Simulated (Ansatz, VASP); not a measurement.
**KF in VASP and in Ansatz**

File INCAR:

```
PREC = Accurate
ENCUT = 520
EDIFF = 1E-6
ISMEAR = 0
SIGMA = 0.05
LREAL = F
LASPH = T
NELM = 100
ALGO = Fast
ISIF = 2
LWAVE = F
LCHARG = T
LELF = T
LVHAR = T
NBANDS = 15
```

Contents of KPOINTS:

```
Automatic mesh
0
Gamma
  8 8 8
```

POSCAR

```
KF
1.0
    0.0281705103      2.6365510911      2.6365510911
    2.6365510911      0.0281705103      2.6365510911
    2.6365510911      2.6365510911      0.0281705103
K F
1 1
Direct
    0.0000000000      0.0000000000      0.0000000000
    0.5000000000      0.5000000000      0.5000000000
```

Input for Ansatz:

```yaml
crystal:
  lattice:
    - [0.0281705103, 2.6365510911, 2.6365510911]
    - [2.6365510911, 0.0281705103, 2.6365510911]
    - [2.6365510911, 2.6365510911, 0.0281705103]
  atoms:
    - { symbol: K, position: [0.0, 0.0, 0.0] }
    - { symbol: F, position: [0.5, 0.5, 0.5] }
basis:
  ecutwfc: 520.0
kpoints:
  mp_grid: { grid: [8, 8, 8] }
hamiltonian:
  xc: lda
scf:
  occupations: { method: gaussian, width: 0.05 }
output:
  forces: true
  stress: true
  eigenvalues: true
```

Alike in both runs: task single point; functional LDA; k mesh 8 × 8 × 8; occupations gaussian, width 0.05 eV; no spin polarisation.

|  | VASP | Ansatz |
| --- | --- | --- |
| version | VASP 6.6.1 | Ansatz 0.2.0 |
| potentials or method | VASP PAW LDA potentials, release 64 (K_sv, F) | scalar-relativistic, plane waves, PAW |
| plane-wave cutoff (eV) | 520 | 520 |
| valence electrons in the cell | 16 | 16 |

```tsv
	VASP	Ansatz	Ansatz less VASP
gap on the k mesh at the Fermi level (eV)	6.08	6.09	+0.018
least direct gap on the mesh (eV)	6.08	6.09	+0.018
pressure (GPa)	-1.7	-1.9	-0.15
largest component of the traceless stress (GPa)	0.16	0.16	+0.003
```

A k mesh can miss the band edges.
